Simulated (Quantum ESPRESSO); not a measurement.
HfC:

```
CELL_PARAMETERS angstrom
0.00000 2.32500 2.32500
2.32500 0.00000 2.32500
2.32500 2.32500 0.00000
ATOMIC_POSITIONS crystal
Hf 0.50000 0.50000 0.50000
C 0.00000 0.00000 0.00000
```

* Program: Quantum ESPRESSO 7.5
* Task: phonons
* Functional: PBE
* Potentials or basis: GBRV 1.5 PBE
* Cutoff: 612 eV
* Density cutoff: 4898 eV
* k mesh: 10 × 10 × 10
* Occupations: cold, width 0.2 eV
* Spin: no spin polarisation
* Mixing beta: 0.5
* Most SCF iterations: 120
* SCF threshold: 4e-10 Ry

The cell and the atoms were relaxed first, to 12.59 Å³/atom (a = 3.290 Å, b = 3.290 Å, c = 3.290 Å, α = 60.00°, β = 60.00°, γ = 60.00°), and the response was taken there.

Q: What is the highest optical frequency at the zone centre?

A: 421 cm⁻¹, a mode of symmetry T1u (IR).

Optical modes at Γ, degenerate ones joined:
```
cm⁻¹  components  symmetry  active in
 421           3       T1u         IR
```
